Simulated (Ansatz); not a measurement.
CdF₂ (fluorite), relaxed with r2SCAN, was run in Ansatz under altered settings. All numbers are computed, without spin polarisation but where a row says otherwise.

```
Cd F
1.0
     0.00000    2.69418    2.69418
     2.69418    0.00000    2.69418
     2.69418    2.69418    0.00000
Cd F
1 2
Cartesian
  0.0000 0.0000 0.0000
  1.3471 1.3471 1.3471
  4.0413 4.0413 4.0413
```

The base run's other keys:
```yaml
kpoints:
  mp_grid: { grid: [4, 4, 4] }
hamiltonian:
  xc: hse06
scf:
  occupations: { method: fixed }
  n_extra_bands: 4
```

It takes 11 iterations with 749 plane waves at 420 eV and 8 k points, and leaves a mean stress of +1.75 GPa. The gap over this mesh is 5.207 eV. It ran on 4 threads of Arm Neoverse N1, with other jobs on the host.

Outcomes, with energy and stress as changes against the base:
```
                                  setting    outcome  ΔF (meV/atom)  Δ mean stress (GPa)  gap on the mesh (eV)  iterations  wall time
 PBE hybrid, exx coeff 0.5, omega 0.5 1/Å  converged              –                 -2.4                 5.924          15      7.5 s
 PBE hybrid, exx coeff 0.3, omega 0.5 1/Å  converged              –                 -0.1                 4.752          13      6.8 s
                scf.exx.singularity: none  converged           -0.2                  0.0                 5.207          11      6.4 s
PBE hybrid, exx coeff 0.15, omega 0.1 1/Å  converged              –                 +1.3                 4.565          12      6.1 s
              scf.eigensolver.kind: dense  converged            0.0                  0.0                 5.207          12       24 s
```
A dash marks a value that wasn't obtained or can't be compared. Stress is positive in compression. The base took 6.4 s.

- PBE hybrid, exx coeff 0.5, omega 0.5 1/Å. That is 50 % exact exchange, screened with ω = 0.5 1/Å, against HSE06's 25 % screened at 0.208 1/Å. The mean stress moves by -2.4 GPa and the gap on the mesh by +0.717 eV (to 5.924). Totals of different functionals aren't comparable.
- PBE hybrid, exx coeff 0.3, omega 0.5 1/Å. That is 30 % exact exchange, screened with ω = 0.5 1/Å, against HSE06's 25 % screened at 0.208 1/Å. The mean stress moves by -0.1 GPa and the gap on the mesh by -0.456 eV (to 4.752). Totals of different functionals aren't comparable.
- PBE hybrid, exx coeff 0.15, omega 0.1 1/Å. That is 15 % exact exchange, screened with ω = 0.1 1/Å, against HSE06's 25 % screened at 0.208 1/Å. The mean stress moves by +1.3 GPa and the gap on the mesh by -0.642 eV (to 4.565). Totals of different functionals aren't comparable. The program warns that on this mesh the truncation of the exchange isn't bounded, so part of the change can be an error of the mesh.

Within 1 meV an atom, 0.1 GPa and 0.005 eV of the base stay: scf.exx.singularity: none; scf.eigensolver.kind: dense.

The runs are scalar-relativistic, without spin-orbit coupling.

The stress of a hybrid is loosely converged in these runs.

The meshes of the hybrids are coarse, so their gaps aren't converged to the digits shown.
